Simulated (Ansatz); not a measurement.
## In in Ansatz: the effect of functional

The system is In.

```
In
1.0
     3.37938    0.00000    0.00000
    -1.68969    2.92663    0.00000
     0.00000    0.00000    5.58164
In
2
Direct
  0.66667 0.33333 0.75000
  0.33333 0.66667 0.25000
```

This isn't the form of In at room conditions, which is tetragonal.

The cell isn't the ideal one: volume scaled by 1.04.

Alike in all runs:

```yaml
Program: Ansatz 0.2.0
Task: single point
Potentials_or_basis: Ansatz PAW
k_mesh: 9 × 9 × 5
Occupations: fermi-dirac, width 0.05 eV
Spin: no spin polarisation
```

```tsv
functional	cutoff	pressure (GPa)
LDA	420 eV (not typed: the program's choice for these potentials)	-3.9
PBEsol	420 eV (not typed: the program's choice for these potentials)	-2.6
r2SCAN	500 eV (not typed: the program's choice for these potentials)	?
```

Problem. What does the run with functional r2SCAN give?

Solution. Pressure -1.6 GPa.

Caveats: the PAW data sets come from PBE, with cores solved anew for the run's functional, which leaves a small shift of forces and pressure.
